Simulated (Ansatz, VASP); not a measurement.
# Two plane-wave programs on Li2S

```xyz
3
Lattice="0.0000 2.8528 2.8528 2.8528 0.0000 2.8528 2.8528 2.8528 0.0000" Properties=species:S:1:pos:R:3 pbc="T T T"
Li    1.4264    1.4264    1.4264
Li    4.2792    4.2792    4.2792
S     0.0000    0.0000    0.0000
```

Alike in both runs: task relaxation of cell and atoms; functional PBE; dispersion D3(BJ); k mesh 8 × 8 × 8; occupations gaussian, width 0.02 eV; no spin polarisation.

|  | VASP | Ansatz |
| --- | --- | --- |
| version | VASP 6.6.1 | Ansatz 0.2.0 |
| potentials or method | VASP PAW PBE potentials, release 64 (Li_sv, S) | scalar-relativistic, plane waves, PAW |
| plane-wave cutoff (eV) | 600 | 420 |
| valence electrons in the cell | 12 | 12 |

VASP gave:

```
gap on the k mesh at the Fermi level, each at its own relaxed structure (eV) : 3.33
relaxed volume (Å³/atom)                                                     : 14.34
relaxed cell length with the largest relative difference (Å)                 : 3.933
energy change over the relaxation (meV/atom)                                 : -12
```

Task: Estimate Ansatz's values.

Result: gap on the k mesh at the Fermi level, each at its own relaxed structure (eV): 3.34; relaxed volume (Å³/atom): 14.39; relaxed cell length with the largest relative difference (Å): 3.938; energy change over the relaxation (meV/atom): -11.

Caveats: the cutoff is under 1.25 times the usual one of these potentials, so pressure, stress and relaxed cells hold a basis-set (Pulay) error (VASP). A k mesh can miss the band edges. As with any semilocal functional, this PBE gap is likely too small.
